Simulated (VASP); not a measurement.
Set up this calculation in VASP 6.6.1, as the native input.

| Item | Value |
| --- | --- |
| Task | single point |
| Functional | r2SCAN |
| Potentials or basis | VASP PAW PBE potentials, release 64 (Sb, Ga_h) |
| Cutoff | 1400 eV |
| k mesh | 11 × 11 × 11 |
| Occupations | gaussian, width 0.05 eV |
| Spin | no spin polarisation |
| Further INCAR settings | ADDGRID = False; ALGO = Normal; EDIFF = 1e-08; NBANDS = 16 |

The structure of GaSb lies in POSCAR:

```
GaSb
1.0
    0.0000000000      3.0590000000      3.0590000000
    3.0590000000      0.0000000000      3.0590000000
    3.0590000000      3.0590000000      0.0000000000
Sb Ga
1 1
Direct
    0.7500000000      0.7500000000      0.7500000000
    0.0000000000      0.0000000000      0.0000000000
```

These files were run (other wordings do the same):

INCAR

```
SYSTEM = GaSb
  PREC = Accurate
  ENCUT = 1400
  EDIFF = 1E-8
  ISMEAR = 0
  SIGMA = 0.05
  LREAL = .FALSE.
  LASPH = .TRUE.
  NELM = 100
  ALGO = Normal
  ISIF = 2
  LWAVE = .FALSE.
  LCHARG = .FALSE.
  METAGGA = R2SCAN
  LMIXTAU = .TRUE.
  NBANDS = 16
  ADDGRID = .FALSE.
```

KPOINTS

```
regular mesh
0
G
  11 11 11
  0 0 0
```

Potentials or basis: VASP PAW PBE potentials, release 64 (Sb, Ga_h).

Run with:

```console
$ cat potpaw_PBE.64/Sb/POTCAR potpaw_PBE.64/Ga_h/POTCAR > POTCAR
$ mpirun -np 1 vasp_std > vasp.out
```

It gave:

```
Pressure               : 0.5 GPa
Band gap on the k mesh : 0.45 eV, direct
```

Caveat: the PAW data sets were made with another functional, which shifts forces and pressure a little; spin-orbit coupling is left out, which moves the levels of the heavy elements; an odd mesh through Γ misses points on the zone boundary, where band edges often lie.

It took 17 min on 1 thread of Intel(R) Xeon(R) 6975P-C (Granite Rapids), on a shared host, peak memory 0.62 GiB.
